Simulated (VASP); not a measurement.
A run of VASP 6.6.1:

Contents of INCAR:

```
SYSTEM = WSe2
  PREC = Accurate
  ENCUT = 600
  EDIFF = 1E-7
  ISMEAR = 0
  SIGMA = 0.03
  LREAL = .FALSE.
  LASPH = .TRUE.
  NELM = 80
  ALGO = Fast
  ISIF = 4
  LWAVE = .FALSE.
  LCHARG = .FALSE.
  GGA = PE
  IVDW = 12
  IBRION = 2
  NSW = 40
  EDIFFG = -0.01
  KPAR = 2
```

The input KPOINTS:

```
Automatic mesh
0
G
  9 9 2
  0 0 0
```

File POSCAR:

```
WSe2                                    
1.0
    3.3245250764      0.0000000000      0.0000000000
   -1.6622625381      2.8791231716      0.0000000000
    0.0000000000      0.0000000000     12.9599888891
  W               Se            
     2     4
Direct
     0.3333333332999970    0.6666666667000030    0.2500000000000000
     0.6666666667000030    0.3333333332999970    0.7500000000000000
     0.3333333332999970    0.6666666667000030    0.6181949418054202
     0.6666666667000030    0.3333333332999970    0.1181949418054202
     0.3333333332999970    0.6666666667000030    0.8818050581945798
     0.6666666667000030    0.3333333332999970    0.3818050581945798
```

Potentials or basis: VASP PAW PBE potentials, release 64 (W_sv, Se).

The run is started by

```bash
$ cat potpaw_PBE.64/W_sv/POTCAR potpaw_PBE.64/Se/POTCAR > POTCAR
$ mpirun -np 2 vasp_std > vasp.out
```

Hardware: 2 MPI ranks on Intel(R) Xeon(R) Platinum 8375C CPU @ 2.90GHz (Ice Lake), on a shared host.

Task: Estimate the wall time of this run.

Result: It took 6.7 min on 2 MPI ranks on Intel(R) Xeon(R) Platinum 8375C CPU @ 2.90GHz (Ice Lake), on a shared host, peak memory 0.33 GiB a rank. Counts: scf iterations 66, k points 24, ion steps 7.
